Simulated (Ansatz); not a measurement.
TiO$_{2}$: frozen-core PAW against all-electron methods

```
CELL_PARAMETERS angstrom
4.59400 -0.02297 -0.02297
-0.02297 4.59400 -0.02297
-0.01480 -0.01480 2.95900
ATOMIC_POSITIONS crystal
Ti 0.00000 0.00000 0.00000
Ti 0.50000 0.50000 0.50000
O 0.30600 0.30600 0.00000
O 0.19400 0.80600 0.50000
O 0.69400 0.69400 0.00000
O 0.80600 0.19400 0.50000
```

Atoms are numbered in the order listed.

The cell comes from COD entry 9007432, which wasn't checked; take it as a given geometry. The listed cell was then made from it by scaling, straining or moving an atom.

Methods: DFT, PBE, PAW with Ansatz's default frozen-core files, scalar-relativistic (Ansatz 0.2.0); DFT, PBE, all-electron LAPW, scalar-relativistic (Ansatz 0.2.0).

For PAW: a Γ-centred 7×7×10 k mesh, Fermi–Dirac smearing of 0.05 eV, cutoff 420 eV, no spin polarisation. LAPW targets a basis error of 0.5 meV/atom. The Ansatz runs share mesh, smearing and spin set-up. Plane-wave (PAW) pressures include the program's estimate of the Pulay term.

Stress and pressure are positive in compression.

The change that made this cell: equal xy, yz and zx engineering shear strains of -1 %.

PAW results:

```json
{"quantity": "pressure (GPa)", "PAW": "5.48"}
{"quantity": "stress xx (GPa)", "PAW": "5.76"}
{"quantity": "stress zz (GPa)", "PAW": "4.93"}
{"quantity": "stress yz (GPa)", "PAW": "1.49"}
{"quantity": "stress xz (GPa)", "PAW": "1.49"}
{"quantity": "stress xy (GPa)", "PAW": "2.29"}
{"quantity": "force on O3, y (eV/Å)", "PAW": "-0.160"}
{"quantity": "force on O4, x (eV/Å)", "PAW": "0.172"}
{"quantity": "band gap (eV)", "PAW": "1.935"}
```

(1) What does full-potential LAPW give for the same quantities?

## Answers

(1) 
```
             quantity    LAPW
       pressure (GPa)    5.48
      stress xx (GPa)    5.76
      stress zz (GPa)    4.92
      stress yz (GPa)    1.49
      stress xz (GPa)    1.49
      stress xy (GPa)    2.28
force on O3, y (eV/Å)  -0.160
force on O4, x (eV/Å)   0.172
        band gap (eV)   1.929
```
